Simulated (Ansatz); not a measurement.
# Sb: restoring forces

Sb is deformed so: atom 2 (Sb) moved by (0.029, 0.029, 0.029) Å. What stress and forces result, by LAPW, PAW and all-electron datasets made for the crystal?

Method: DFT PBE, scalar-relativistic, in Ansatz 0.2.0.

### 1 The system as given

It takes space group R-3m (No. 166, trigonal). The conventional cell has a = 4.301 Å, b = 4.301 Å, c = 11.232 Å, α = 90.00°, β = 90.00°, γ = 120.00°. Sb (site symmetry 3m) has 3 Sb at 2.90 Å as nearest neighbours.

Coordinates:

```cif
data_structure
_symmetry_space_group_name_H-M 'P 1'
_symmetry_Int_Tables_number 1
_cell_length_a 4.4927
_cell_length_b 4.4927
_cell_length_c 4.4927
_cell_angle_alpha 57.200
_cell_angle_beta 57.200
_cell_angle_gamma 57.200
_cell_volume 59.99
loop_
_atom_site_label
_atom_site_type_symbol
_atom_site_fract_x
_atom_site_fract_y
_atom_site_fract_z
_atom_site_occupancy
Sb1 Sb 0.23364 0.23364 0.23364 1
Sb2 Sb 0.76636 0.76636 0.76636 1
```

Atoms are numbered in the order of the input: Sb1, Sb2.

### 2 The deformed structure

Space group R-3m before, P-1 after.

### 3 All-electron LAPW

Input file input.yaml:

```yaml
crystal:
  lattice:
    - [2.150600332, 1.2416496806, 3.744]
    - [-2.150600332, 1.2416496806, 3.744]
    - [0.0, -2.4832993611, 3.744]
  atoms:
    - { symbol: Sb, position: [0.23364, 0.23364, 0.23364] }
    - { symbol: Sb, position: [0.7795167234, 0.7660934947, 0.761180252] }
kpoints:
  mp_grid: { grid: [9, 9, 9] }
scf:
  occupations: { method: fermi_dirac, width: 0.05 }
hamiltonian:
  xc: pbe
  pseudopotentials: { kind: all_electron, lapw: { basis_error: 0.0005 } }
output:
  forces: true
  stress: true
  eigenvalues: true
```

On the command line:

```
ansatz run input.yaml --threads 1 --pin off --max-ram 2048MiB --backend cpu --events-out ev --progress --plain --runs-dir out
```

### 4 PAW with frozen cores

Edit input.yaml of step 3 so:

```diff
@@ -14,3 +14,3 @@
   xc: pbe
-  pseudopotentials: { kind: all_electron, lapw: { basis_error: 0.0005 } }
+  pseudopotentials: { kind: paw }
 output:
@@ -19 +19,2 @@
   eigenvalues: true
+  efg: { contact_densities: true }
```

### 5 Datasets made for this crystal

Edit input.yaml of step 4 so:

```diff
@@ -14,3 +14,3 @@
   xc: pbe
-  pseudopotentials: { kind: paw }
+  pseudopotentials: { kind: all_electron, datasets: crystal }
 output:
```

(Steps that only read results are left out.)

What does the calculation give? Wanted: pressure; largest shear or deviatoric stress; force on Sb2 along the move.

**Answer**, as computed:

| quantity | value |
| --- | --- |
| pressure | LAPW 3.57, PAW 3.56, crystal datasets 3.57 GPa |
| largest shear or deviatoric stress (LAPW) | 0.41 GPa |
| force on Sb2 along the move | -0.322 eV/Å |

In words: Sb2 feels a force against its move; no run of the undisplaced cell is shown, so any force that was there before is in it. No run of the undeformed cell stands beside it, so the pressure holds what the given cell had before the change. PAW: stress within 0.01 GPa of LAPW, forces within 1 meV/Å. Crystal datasets: stress within 0.01 GPa of LAPW, forces within 1 meV/Å. Spin-orbit coupling is left out, though the cell holds Sb; in elements this heavy it can shift bands and gaps by tenths of an eV.
